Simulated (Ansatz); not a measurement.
Space group Pmmn:1 (No. 59). a = 5.949 Å, b = 5.962 Å, c = 3.153 Å, α = 90.00°, β = 90.00°, γ = 90.00°
| atom | site | symmetry | x | y | z |
| --- | --- | --- | --- | --- | --- |
| In | 2a | mm2 | 0.0000 | 0.0000 | 0.0076 |
| Sb | 2b | mm2 | 0.0000 | 0.5000 | 0.2170 |

Equation of state of this InSb structure (not necessarily the ground state), with shape and atoms relaxed at each volume where symmetry leaves them free. It has no gap at any of these volumes. The calculation used Ansatz 0.2.0, DFT r2SCAN, scalar-relativistic, plane waves, PAW.

Settings: cutoff 500 eV, Γ-centred mesh 8×8×14 on the computed 4-atom cell, Gaussian smearing of 0.10 eV; no spin polarisation.

```json
{"V (Å³/atom)": "26.279", "E − E(largest V) (meV/atom)": "2.63", "P (GPa)": "3.30"}
{"V (Å³/atom)": "27.118", "E − E(largest V) (meV/atom)": "-9.84", "P (GPa)": "1.55"}
{"V (Å³/atom)": "27.957", "E − E(largest V) (meV/atom)": "-13.85", "P (GPa)": "-0.01"}
{"V (Å³/atom)": "28.795", "E − E(largest V) (meV/atom)": "-10.23", "P (GPa)": "-1.37"}
{"V (Å³/atom)": "29.634", "E − E(largest V) (meV/atom)": "0.00", "P (GPa)": "-2.53"}
```

**Question.** Fit a third-order Birch–Murnaghan equation to E(V).

**Answer.** V0 = 27.96 Å³/atom, B0 = 48 GPa, B0' = 3.0.

Spin-orbit coupling is left out, which matters for the bands of heavy elements.

This form isn't the usual stable structure of the compound.

Cost: 5 runs of about 10 core-minutes in all, on AMD EPYC 9R45 (Zen 5) (shared hosts).